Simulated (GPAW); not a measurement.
# Ni (Fm-3m) in GPAW: settings compared

One crystal, Ni, is run at these levels: LDA, vdW-DF-cx; tasks: band structure, equation of state.

Program: GPAW 26.7.0. These are calculated values, not measurements. Logs are shortened: lines on timing, memory, paths and dates and some standing lists are left out, and cuts for length are marked. The log counts tension as positive stress, the text compression.

**1. Starting point**

The structure is cubic, space group Fm-3m (No. 225). The conventional cell has a = 3.475 Å, b = 3.475 Å, c = 3.475 Å, α = 90.00°, β = 90.00°, γ = 90.00°. Ni (site symmetry m-3m) has 12 Ni at 2.46 Å as nearest neighbours.

**2. Band structure, LDA, collinear spin, ferromagnetic start**

run.py reads:

```python
from ase.dft.bandgap import bandgap
from ase.io import read, write
from ase.units import GPa
from gpaw import GPAW, PW

atoms = read('POSCAR')
atoms.set_initial_magnetic_moments([1.0])

calc = GPAW(mode=PW(600),
            xc='LDA',
            kpts={'size': (11, 11, 11), 'gamma': True},
            occupations={'name': 'fermi-dirac', 'width': 0.05},
            nbands=17,
            convergence={'density': 1e-05, 'energy': 1e-05},
            maxiter=150,
            txt='gpaw.txt')
atoms.calc = calc
energy = atoms.get_potential_energy()
forces = atoms.get_forces()
stress = atoms.get_stress()
calc.write('gs.gpw')
write('result.traj', atoms)
print(f'Energy: {energy:.6f} eV')
print('Forces (eV/A):')
print(forces.round(4))
print('Stress (GPa):', (stress / GPa).round(3))
print('Moments:', calc.get_magnetic_moments().round(3))
print('Fermi level:', round(calc.get_fermi_level(), 4), 'eV')
print(f'Gap: {bandgap(calc)[0]:.4f} eV, direct: {bandgap(calc, direct=True)[0]:.4f} eV')

path = atoms.cell.bandpath('GXWKGLUWLK,UX', npoints=80, eps=1e-4)
bs_calc = calc.fixed_density(kpts=path, symmetry='off', nbands=25,
                             convergence={'bands': 'CBM+6.0', 'eigenstates': 1e-6}, txt='bands.txt')
bs = bs_calc.band_structure()
bs.write('bs.json')
print(f'Gap on the path: {bandgap(bs_calc)[0]:.4f} eV')
```

POSCAR reads:

```
Ni
1.0
    0.0000000000      1.7375729330      1.7375729330
    1.7375729330      0.0000000000      1.7375729330
    1.7375729330      1.7375729330      0.0000000000
Ni
1
Direct
    0.0000000000      0.0000000000      0.0000000000
```

Potentials or basis: the program's PAW data sets (release 1.2.1) made for this functional, pw.

On the command line:

```bash
> OMP_NUM_THREADS=1 python run.py
```

gpaw.txt:

```text
__  _  _
 | _ |_)|_||  |
 |__||  | ||/\| - 26.7.0

Input parameters:
  mode=PW(ecut=600.0),
  convergence={'density': 1e-05, 'energy': 1e-05},
  kpts=MonkhorstPack(size=(11, 11, 11), gamma=True),
  maxiter=150,
  nbands=17,
  occupations=Occupations(name='fermi-dirac', width=0.05),
  xc=XC(name='LDA')

Diagonalizing LCAO Hamiltonian
Converting LCAO to pw mode

       Ni

Atoms  # Å, Bohr magnetons
|   | symbol |        x |        y |        z |    initial magnetic moments |
|---|--------|----------|----------|----------|-----------------------------|
| 0 |     Ni | 0.000000 | 0.000000 | 0.000000 | ( 0.0000,  0.0000,  1.0000) |

Unit cell  # Å
| periodic |        x |        y |        z |  lengths |    angles |
|----------|----------|----------|----------|----------|-----------|
|      yes | 0.000000 | 1.737573 | 1.737573 | 2.457299 | 60.000000 |
|      yes | 1.737573 | 0.000000 | 1.737573 | 2.457299 | 60.000000 |
|      yes | 1.737573 | 1.737573 | 0.000000 | 2.457299 | 60.000000 |

Number of symmetries: 48
Symmetry operations  # r_c * U_cc + t_c -> r_c
|    | kind |            matrix            |
|----|------|------------------------------|
|  0 |  σ   |  1, 0, 0,  1, 0,-1,  1,-1, 0 |
|  1 |  C2  |  1, 0, 0,  1,-1, 0,  1, 0,-1 |
|  2 |  E   |  1, 0, 0,  0, 1, 0,  0, 0, 1 |
|  3 |  σ   |  1, 0, 0,  0, 0, 1,  0, 1, 0 |
|  4 |  C4  |  1, 0,-1,  1, 0, 0,  1,-1, 0 |
|  5 |  S6  |  1, 0,-1,  1,-1, 0,  1, 0, 0 |
|  6 |  σ   |  1, 0,-1,  0, 1,-1,  0, 0,-1 |
|  7 |  C3  |  1, 0,-1,  0, 0,-1,  0, 1,-1 |
|  8 |  S6  |  1,-1, 0,  1, 0, 0,  1, 0,-1 |
|  9 |  C4  |  1,-1, 0,  1, 0,-1,  1, 0, 0 |
| 10 |  C3  |  1,-1, 0,  0,-1, 1,  0,-1, 0 |
| 11 |  σ   |  1,-1, 0,  0,-1, 0,  0,-1, 1 |
| 12 |  σ   |  0, 1, 0,  1, 0, 0,  0, 0, 1 |
| 13 |  C4  |  0, 1, 0,  0, 1,-1, -1, 1, 0 |
| 14 |  C3  |  0, 1, 0,  0, 0, 1,  1, 0, 0 |
| 15 |  S6  |  0, 1, 0, -1, 1, 0,  0, 1,-1 |
| 16 |  C2  |  0, 1,-1,  1, 0,-1,  0, 0,-1 |
| 17 |  σ   |  0, 1,-1,  0, 1, 0, -1, 1, 0 |
| 18 |  S4  |  0, 1,-1,  0, 0,-1,  1, 0,-1 |
| 19 |  C4  |  0, 1,-1, -1, 1, 0,  0, 1, 0 |
| 20 |  C3  |  0, 0, 1,  1, 0, 0,  0, 1, 0 |
| 21 |  σ   |  0, 0, 1,  0, 1, 0,  1, 0, 0 |
| 22 |  S6  |  0, 0, 1,  0,-1, 1, -1, 0, 1 |
| 23 |  C4  |  0, 0, 1, -1, 0, 1,  0,-1, 1 |
| 24 |  S4  |  0, 0,-1,  1, 0,-1,  0, 1,-1 |
| 25 |  C3  |  0, 0,-1,  0, 1,-1,  1, 0,-1 |
| 26 |  C2  |  0, 0,-1,  0,-1, 0, -1, 0, 0 |
| 27 |  S6  |  0, 0,-1, -1, 0, 0,  0,-1, 0 |
| 28 |  S4  |  0,-1, 1,  1,-1, 0,  0,-1, 0 |
| 29 |  C4  |  0,-1, 1,  0, 0, 1, -1, 0, 1 |
| 30 |  C2  |  0,-1, 1,  0,-1, 0,  1,-1, 0 |
| 31 |  σ   |  0,-1, 1, -1, 0, 1,  0, 0, 1 |
| 32 |  C3  |  0,-1, 0,  1,-1, 0,  0,-1, 1 |
| 33 |  S6  |  0,-1, 0,  0, 0,-1, -1, 0, 0 |
| 34 |  S4  |  0,-1, 0,  0,-1, 1,  1,-1, 0 |
| 35 |  C2  |  0,-1, 0, -1, 0, 0,  0, 0,-1 |
| 36 |  C2  | -1, 1, 0,  0, 1, 0,  0, 1,-1 |
| 37 |  S6  | -1, 1, 0,  0, 1,-1,  0, 1, 0 |
| 38 |  S4  | -1, 1, 0, -1, 0, 1, -1, 0, 0 |
| 39 |  C3  | -1, 1, 0, -1, 0, 0, -1, 0, 1 |
| 40 |  S6  | -1, 0, 1,  0, 0, 1,  0,-1, 1 |
| 41 |  C2  | -1, 0, 1,  0,-1, 1,  0, 0, 1 |
| 42 |  C3  | -1, 0, 1, -1, 1, 0, -1, 0, 0 |
| 43 |  S4  | -1, 0, 1, -1, 0, 0, -1, 1, 0 |
| 44 |  C2  | -1, 0, 0,  0, 0,-1,  0,-1, 0 |
| 45 |  i   | -1, 0, 0,  0,-1, 0,  0, 0,-1 |
| 46 |  σ   | -1, 0, 0, -1, 1, 0, -1, 0, 1 |
| 47 |  C2  | -1, 0, 0, -1, 0, 1, -1, 1, 0 |

BZ-sampling:
  Number of BZ points: 1331
  Number of IBZ points: 56

  Monkhorst-Pack size: [11, 11, 11]
  Monkhorst-Pack shift: [0, 0, 0]

K-points  # in reciprocal-cell coordinates
|     |                                coordinates |     weight |
|-----|--------------------------------------------|------------|
|   0 | (  0.00000000,   0.00000000,   0.00000000) | 0.00075131 |
|   1 | (  0.09090909,   0.09090909,   0.00000000) | 0.00450789 |
|   2 | (  0.09090909,   0.09090909,   0.09090909) | 0.00601052 |
|   3 | (  0.18181818,   0.09090909,   0.09090909) | 0.00901578 |
|   4 | (  0.18181818,   0.18181818,   0.00000000) | 0.00450789 |
|   5 | (  0.18181818,   0.18181818,   0.09090909) | 0.01803156 |
|   6 | (  0.18181818,   0.18181818,   0.18181818) | 0.00601052 |
|   7 | (  0.27272727,   0.18181818,   0.09090909) | 0.01803156 |
|   8 | (  0.27272727,   0.18181818,   0.18181818) | 0.01803156 |
|   9 | (  0.27272727,   0.27272727,   0.00000000) | 0.00450789 |
| ... |                                            |            |
|  55 | (  0.45454545,   0.45454545,   0.45454545) | 0.00601052 |

Plane wave coefficients: 360
Cutoff: 600.0 eV

Spin-components: 2 (collinear spins)
Bands:           17
Projectors:      6
Spin-degeneracy: 1
Datatype:        complex128

Parallelization:
  kpt:    1
  domain: 1
  band:   1

Density:
  Valence electrons: 16.0
  Components: 2
  Grid points: [14 14 14]
  Charge: 0.0  # |e|

Potential:
  Grid points: [14 14 14]

species:
  Ni:
    name:    Nickel
    Z:       28.0
    valence: 16
    core:    12
    charge:  0.0  # [|e|]
    compensation charges:
      type: gauss
      rc: 0.36  # [Å]
      lmax: 2
    cutoffs:
      filter: 2.14  # [Å]
      core: 1.98  # [Å]
    projectors
    | kind |    occ | energy [eV] | rcut [Å] |
    |------|--------|-------------|----------|
    |   4s |  2.000 |      -5.858 |    1.164 |
    |   3p |  6.000 |     -71.266 |    1.207 |
    |   4p |  0.000 |      -1.338 |    1.207 |
    |   3d |  8.000 |      -9.141 |    1.138 |
    |    s |        |      21.353 |    1.164 |
    |    d |        |      18.071 |    1.138 |

    Using partial waves for Ni as LCAO basis

Reference energy: -41300.595870  # eV

eigensolver:
  PPCG
  Converge bands: occupied
  niter=2

density mixing:
  MSR1-Mixer
  Pratt-step length: 0.05
  Maximum mixing coefficient: 0.75
  Old densities: 10
  SVD Regularization: 0.005
  Good broyden scale: 1.0
  Trust region scale: 1.0
  Backstep threshold: 4.0
  History deletion threshold: 6.0
  Fourier metric: weight=20.0, sigma=0.015

occupation numbers:
  Fermi-Dirac:
    width: 0.0500  # eV

poisson solver:
  ecut: 4800.0  # eV

xc functional:
  name: None

convergence criteria:
- Maximum integral of absolute [dens]ity change: 1e-05 electrons / valence electron
- Maximum [total energy] change in last 3 cyles: 1e-05 eV / valence electron
- Maximum integral of absolute [eigenst]ate change: 4e-08 eV^2 / valence electron
maximum number of iterations: 150

SCF iterations
|iter     | |      energy | eigst |  dens |  magmom |
|---------|-|-------------|-------|-------|---------|
|iter:   1| |   -8.322333 | +0.00 |       |  +1.0008|
|iter:   2| |   -8.331568 | -3.05 | -1.46 |  +0.9824|
|iter:   3| |   -8.420971 | -2.87 | -1.48 |  +0.6933|
|iter:   4| |   -8.431182 | -3.22 | -1.92 |  +0.5077|
|iter:   5| |   -8.426462 | -3.93 | -1.93 |  +0.5679|
|iter:   6| |   -8.426501 | -6.01 | -3.07 |  +0.5702|
|iter:   7| |   -8.426511c| -6.37 | -3.32 |  +0.5705|
|iter:   8| |   -8.426509c| -8.94c| -4.01 |  +0.5710|
|iter:   9| |   -8.426509c| -7.89c| -4.54 |  +0.5712|
|iter:  10| |   -8.426509c| -9.45c| -5.45c|  +0.5712|

Converged in 10 steps
Energy contributions relative to reference atoms: (reference = -41300.595870)

Energy contributions:
  Kinetic:           5.149994
  Coulomb:          -3.238348
  Zero:              0.046359
  External:          0.000000
  Xc:              -10.377973
  Entropy:          -0.013083
  Spinorbit:         0.000000
  ----------------------------
  Free energy:      -8.433050
  Extrapolated:     -8.426509

dipole moment: (-7.167745, -7.167745, -7.167745)  # |e|*Ang

Total magnetic moment: (0.000000, 0.000000, 0.571223)

Local magnetic moments
|        x |        y |        z |
|----------|----------|----------|
| 0.000000 | 0.000000 | 0.598525 |  # Ni   0

Fermi level: 8.571
Eigenvalues  # (at kpt = [0.000, 0.000, 0.000])
| band index |      eig [eV] | occ [0-1] |      eig [eV] | occ [0-1] |
|------------|---------------|-----------|---------------|-----------|
|          0 |       -54.961 |     1.000 |       -54.249 |     1.000 |
|          1 |       -54.961 |     1.000 |       -54.249 |     1.000 |
|          2 |       -54.961 |     1.000 |       -54.249 |     1.000 |
|          3 |        -0.868 |     1.000 |        -0.845 |     1.000 |
|          4 |         6.063 |     1.000 |         6.679 |     1.000 |
|          5 |         6.063 |     1.000 |         6.679 |     1.000 |
[... 9 lines left out ...]
|         15 |        39.146 |     0.000 |        39.319 |     0.000 |
|         16 |        42.683 |     0.000 |        42.621 |     0.000 |

No gap
No difference between direct/indirect transitions

Forces  # eV/Ang
|       x |       y |       z |
|---------|---------|---------|
| 0.00000 | 0.00000 | 0.00000 |  # Ni   0

Stress tensor  # eV/Ang^3
|         x |         y |         z |
|-----------|-----------|-----------|
|  0.053294 |  0.000000 | -0.000000 |
|  0.000000 |  0.053294 | -0.000000 |
| -0.000000 | -0.000000 |  0.053294 |

# Writing to gs.gpw (mode='')
```

Wall time 25 s (1 thread of Arm Neoverse V1, shared host); peak memory 0.18 GiB.

Results:

```
Free energy             : -8.4331 eV
Pressure                : -8.5 GPa
Band gap along the path : none (metal or under the smearing width)
Net moment              : 0.57 μB per cell
Site moments            : Ni +0.60 μB
```

Levels at the corners of the path, in eV from the Fermi level:
Spin up:
| point | band 5 | band 6 | band 7 | band 8 | band 9 | band 10 |
| --- | --- | --- | --- | --- | --- | --- |
| Γ | -2.51 | -2.51 | -2.51 | -1.27 | -1.27 | 24.01 |
| X | -4.40 | -0.48 | -0.33 | -0.33 | 2.27 | 9.60 |
| W | -3.22 | -3.22 | -1.35 | -0.33 | 7.90 | 7.90 |
| K | -3.92 | -2.20 | -1.10 | -0.62 | 5.84 | 7.46 |
| Γ | -2.51 | -2.51 | -2.51 | -1.27 | -1.27 | 24.01 |
| L | -2.52 | -2.52 | -0.53 | -0.51 | -0.51 | 5.98 |
| U | -3.92 | -2.20 | -1.10 | -0.62 | 5.84 | 7.46 |
| W | -3.22 | -3.22 | -1.35 | -0.33 | 7.90 | 7.90 |
| L | -2.52 | -2.52 | -0.53 | -0.51 | -0.51 | 5.98 |
| K | -3.92 | -2.20 | -1.10 | -0.62 | 5.84 | 7.46 |
| U | -3.92 | -2.20 | -1.10 | -0.62 | 5.84 | 7.46 |
| X | -4.40 | -0.48 | -0.33 | -0.33 | 2.27 | 9.60 |
Spin down:
| point | band 4 | band 5 | band 6 | band 7 | band 8 | band 9 | band 10 |
| --- | --- | --- | --- | --- | --- | --- | --- |
| Γ | -9.42 | -1.89 | -1.89 | -1.89 | -0.69 | -0.69 | 23.95 |
| X | -4.58 | -3.90 | 0.12 | 0.38 | 0.38 | 2.30 | 9.89 |
| W | -3.62 | -2.72 | -2.72 | -0.80 | 0.38 | 8.11 | 8.11 |
| K | -3.80 | -3.46 | -1.69 | -0.53 | 0.08 | 6.08 | 7.68 |
| Γ | -9.42 | -1.89 | -1.89 | -1.89 | -0.69 | -0.69 | 23.95 |
| L | -4.73 | -1.96 | -1.96 | -0.52 | 0.16 | 0.16 | 6.37 |
| U | -3.80 | -3.46 | -1.69 | -0.53 | 0.08 | 6.08 | 7.68 |
| W | -3.62 | -2.72 | -2.72 | -0.80 | 0.38 | 8.11 | 8.11 |
| L | -4.73 | -1.96 | -1.96 | -0.52 | 0.16 | 0.16 | 6.37 |
| K | -3.80 | -3.46 | -1.69 | -0.53 | 0.08 | 6.08 | 7.68 |
| U | -3.80 | -3.46 | -1.69 | -0.53 | 0.08 | 6.08 | 7.68 |
| X | -4.58 | -3.90 | 0.12 | 0.38 | 0.38 | 2.30 | 9.89 |

Caveat: the stock nickel data set gives pressures a few GPa off other programs.

(Part 1 of 2 ends here.)
